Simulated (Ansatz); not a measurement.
**Which of these structures of FeO lies lowest?**

Computed with DFT, PBE, all-electron LAPW, scalar-relativistic in Ansatz 0.2.0.

Each cell is taken as listed (from a database or a relaxation; residual pressures are under 0.6 GPa and forces under 0.08 eV/Å), on meshes of about 0.2 Å⁻¹ spacing; energies are extrapolated to zero smearing, with no zero-point or thermal terms. Other structures, the observed one among them, may be missing from this set and lie lower. All runs are spin-polarised from parallel starts; other orders weren't tried.

Semilocal functionals without U often leave such compounds metallic or with too small a gap, and the real magnetic order may differ.

Order the structures by energy per atom, lowest first, and give the differences.
A.
```
Fe O
1.0
     0.00000    2.30113    2.30113
     2.30113    0.00000    2.30113
     2.30113    2.30113    0.00000
Fe O
1 1
Direct
  0.00000 0.00000 0.00000
  0.25000 0.25000 0.25000
```
(zincblende type, relaxed by us; 13×13×13 mesh on the primitive cell, smearing 0.08 eV, P = 0.0 GPa, final moment 2.00 μB/atom)
B.
```cif
data_structure
_symmetry_space_group_name_H-M 'Fm-3m'
_symmetry_Int_Tables_number 225
_cell_length_a 4.3099
_cell_length_b 4.3099
_cell_length_c 4.3099
_cell_angle_alpha 90.000
_cell_angle_beta 90.000
_cell_angle_gamma 90.000
_cell_volume 80.06
loop_
_atom_site_label
_atom_site_type_symbol
_atom_site_symmetry_multiplicity
_atom_site_Wyckoff_symbol
_atom_site_fract_x
_atom_site_fract_y
_atom_site_fract_z
_atom_site_occupancy
Fe1 Fe 4 a 0.00000 0.00000 0.00000 1
O1 O 4 b 0.50000 0.00000 0.00000 1
```
(rocksalt type, relaxed by us; 16×16×16 mesh on the primitive cell, smearing 0.08 eV, P = -0.1 GPa, final moment 2.00 μB/atom)

A (0 meV/atom), B (25 meV/atom).
